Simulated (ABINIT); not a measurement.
An input for ABINIT 10.8.3 (LiH (Fm-3m)):

```
acell 3*1.0 Angstrom
rprim 
  0.000000000000 2.036750000000 2.036750000000
  2.036750000000 -0.000000000000 2.036750000000
  2.036750000000 2.036750000000 -0.000000000000
ntypat 2
znucl 3 1
natom 2
typat 1 2
xred 
  0.000000000000 0.000000000000 0.000000000000
  0.500000000000 0.500000000000 0.500000000000
pp_dirpath "pseudos"
pseudos "Li.upf, H.upf"
ecut 33
ngkpt 10 10 10
nshiftk 1
shiftk 0.11 0.21 0.31
kptopt 3
chksymbreak 0
istwfk *1
occopt 1
irdwfk 1
optdriver 99
bs_calctype 1
mbpt_sciss 1.930 eV
bs_loband 1
nband 4
bs_exchange_term 1
bs_coulomb_term 21
bs_coupling 0
bs_algorithm 2
bs_freq_mesh 0 11 0.1 eV
zcut 0.15 eV
ecuteps 3
ecutwfn 16.5
inclvkb 2
mdf_epsinf 4.28
irdden 1
bs_haydock_niter 300
bs_haydock_tol -0.02 0
indata_prefix "in"
outdata_prefix "out"
tmpdata_prefix "tmp"
```

The database entry behind the starting cell differs from later determinations by our own check (the deuteride, about 0.2 % short), so it need not match the best structure at ambient conditions.

```sh
OMP_NUM_THREADS=1 mpirun -n 8 abinit run.abi > log
```

Question: Estimate wall time and host memory on 8 MPI ranks of Arm Neoverse V2, shared host.

It took 65 s; on shared hardware allow 32 s to 2.2 min. Peak host memory was 2.2 GiB.

The kernel grows as the square of the matrix size, and full diagonalisation as its cube.

[Paths, hosts, dates, memory and timing lines, banners, echoed tables and standing remarks are left out of the program output.]

[Logs are printed without paths, hosts, clocks, repeated set-up lines and the standing remarks that a program may print on its own settings, such as how far it seeks lower states.]

[Runs of the session that timed out or met a known fault of the program may be left out.]

[Hosts, paths, dates, database ids (printed as entryN), source tags and the programs' standing remarks are cut or masked in the printed files.]

[G0W0 gaps are taken among the corrected bands and points alone; a level outside them can change the order at an edge.]

[Where Ansatz stands beside ABINIT at settings called matched, ABINIT's density can come from a denser mesh and the files from another edition; pairs whose starting gaps differed by over 0.03 eV were left out, so agreement reads better than it is.]
